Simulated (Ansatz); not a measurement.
# InAs: the cost of one run

Method: DFT PBE, scalar-relativistic, plane waves, PAW, in Ansatz 0.2.0.

The COD entry's cell or inner coordinates are ideal or old and differ from later refinements, so a difference from it is no clean test against experiment.

2 further runs of the same task are left out: 2 set aside as unsound or not needed.

### Step 1. The system as given

Symmetry: F-43m, No. 216, cubic system. The conventional cell has a = 6.188 Å, b = 6.188 Å, c = 6.188 Å, α = 90.00°, β = 90.00°, γ = 90.00°. In (site symmetry -43m) is surrounded by 4 As at 2.68 Å. As (site symmetry -43m) has 4 In at 2.68 Å as nearest neighbours.

Structure file:

```cif
data_structure
_symmetry_space_group_name_H-M 'P 1'
_symmetry_Int_Tables_number 1
_cell_length_a 4.3753
_cell_length_b 4.3753
_cell_length_c 4.3753
_cell_angle_alpha 60.000
_cell_angle_beta 60.000
_cell_angle_gamma 60.000
_cell_volume 59.22
loop_
_atom_site_label
_atom_site_type_symbol
_atom_site_fract_x
_atom_site_fract_y
_atom_site_fract_z
_atom_site_occupancy
In1 In 0.00000 0.00000 0.00000 1
As1 As 0.75000 0.75000 0.75000 1
```

This cell was relaxed beforehand with the same method: volume 29.61 Å³/atom, gap on the mesh none (metal).

### Step 2. The cell under 40 GPa

What is minimised here is the enthalpy; the energy can go up as the cell is squeezed.

File input.yaml:

```yaml
crystal:
  lattice:
    - [0.0, 3.0937808094, 3.0937808094]
    - [3.0937808094, 0.0, 3.0937808094]
    - [3.0937808094, 3.0937808094, 0.0]
  atoms:
    - { symbol: In, position: [0.0, 0.0, 0.0] }
    - { symbol: As, position: [0.75, 0.75, 0.75] }
basis:
  ecutwfc: 420
kpoints:
  mp_grid: { grid: [12, 12, 12] }
hamiltonian:
  xc: pbe
scf:
  occupations: { method: fermi_dirac, width: 0.15 }
output:
  forces: true
  stress: true
  eigenvalues: true
  write_density: true
  write_potential: true
  elf: true
  volumetric_format: npy
relax:
  adjacent_minimum: "off"
  f_tol: 0.001
  max_steps: 60
  cell: { stress_tol: 0.02, p_target: 40.0 }
```

Command:

```
ansatz run input.yaml --threads 1 --pin off --max-ram 3072MiB --backend cpu --events-out ev --progress --plain --runs-dir out
```

**Question.** How long does this run take on 1 thread of Intel Xeon Platinum 8259CL at 2.50GHz (Skylake/Cascade Lake), shared host, and how much memory does it need?

About 2.1 min, with a peak of 0.48 GiB.
